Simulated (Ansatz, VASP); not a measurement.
One calculation of Al, two programs

File INCAR:

```
SYSTEM = Al
PREC = Accurate
ENCUT = 520
EDIFF = 1E-8
ISMEAR = -1
SIGMA = 0.08
LREAL = .FALSE.
LASPH = .TRUE.
NELM = 60
ALGO = Normal
ISIF = 2
LWAVE = .FALSE.
LCHARG = .FALSE.
GGA = PE
LEFG = .TRUE.
NBANDS = 10
```

Contents of KPOINTS:

```
regular mesh
0
G
  9 9 9
  0 0 0
```

File POSCAR:

```
Al
1.0
    0.0000000000      2.9824868695      2.9824868695
    2.9824868695      0.0000000000      2.9824868695
    2.9824868695      2.9824868695      0.0000000000
Al
2
Direct
    0.0000000000      0.0000000000      0.0000000000
    0.2500000000      0.2500000000      0.2500000000
```

Input for Ansatz:

```yaml
crystal:
  lattice:
    - [0.0, 2.9824868695, 2.9824868695]
    - [2.9824868695, 0.0, 2.9824868695]
    - [2.9824868695, 2.9824868695, 0.0]
  atoms:
    - { symbol: Al, position: [0.0, 0.0, 0.0] }
    - { symbol: Al, position: [0.25, 0.25, 0.25] }
kpoints:
  mp_grid: { grid: [9, 9, 9] }
scf:
  occupations: { method: fermi_dirac, width: 0.08 }
hamiltonian:
  xc: pbe
  pseudopotentials: { kind: paw }
output:
  forces: true
  stress: true
  eigenvalues: true
  efg: { contact_densities: true }
```

Change from the starting cell: volume scaled by 0.96, PAW files.

Alike in both runs: task electric field gradients; functional PBE; k mesh 9 × 9 × 9; occupations fermi-dirac, width 0.08 eV; no spin polarisation.

```csv
,VASP,Ansatz
version,VASP 6.6.1,Ansatz 0.2.0
potentials or method,"VASP PAW PBE potentials, release 64 (Al)","PAW with Ansatz's default frozen-core files, scalar-relativistic"
plane-wave cutoff (eV),520,420
valence electrons in the cell,6,6
```

|  | VASP | Ansatz | Ansatz less VASP |
| --- | --- | --- | --- |
| pressure (GPa) | 1.6 | 1.7 | +0.02 |
| Vzz of the field gradient on the site that differs most (V/Å²) | 0.0 | 0.0 | 0.00 |
